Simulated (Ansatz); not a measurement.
The reference is LaAlO3 (space group R-3c, No. 167; a = 5.412 Å, c = 13.193 Å (hexagonal axes)). Axes: x lies along a and z along c of the hexagonal cell.

Structures relaxed with Ansatz (a quantum-chemistry and plane-wave program) PBE, no spin-orbit coupling, earlier PAW set.

Base:

Simulated powder pattern, Cu Kα1, λ = 1.54056 Å (kinematic, ideal powder, no thermal factors, no anomalous dispersion; the 8 strongest lines at most, above 2 %, up to 2θ = 90°):

```json
[
 {"2θ (°)": "23.26", "I/Imax (%)": "92", "hkl": "(012)"},
 {"2θ (°)": "33.07", "I/Imax (%)": "98", "hkl": "(110)"},
 {"2θ (°)": "33.19", "I/Imax (%)": "100", "hkl": "(104)"},
 {"2θ (°)": "40.83", "I/Imax (%)": "61", "hkl": "(202)"},
 {"2θ (°)": "47.56", "I/Imax (%)": "70", "hkl": "(024)"},
 {"2θ (°)": "53.51", "I/Imax (%)": "22", "hkl": "(122)"},
 {"2θ (°)": "59.08", "I/Imax (%)": "21", "hkl": "(300)"},
 {"2θ (°)": "59.15", "I/Imax (%)": "40", "hkl": "(214)"}
]
```

Perturbation: tensile biaxial strain of 2.65 % in the plane normal to [001], as in epitaxy on a mismatched substrate; the out-of-plane cell vector and the atoms relax.

Problem. Where do the lines fall after the change?

Solution. 
Simulated powder pattern, Cu Kα1, λ = 1.54056 Å (kinematic, ideal powder, no thermal factors, no anomalous dispersion; the 8 strongest lines at most, above 2 %, up to 2θ = 90°):

```tsv
2θ (°)	d (Å)	I/Imax (%)	hkl
22.95	3.872	92	(012)
32.20	2.778	100	(110)
33.16	2.700	96	(104)
39.91	2.257	61	(202)
46.89	1.936	69	(024)
52.17	1.752	23	(122)
57.41	1.604	23	(300)
58.02	1.588	41	(214)
```

The indices refer to the base's conventional cell; one index is shown for lines that coincide.

No phonon test of stability was made.
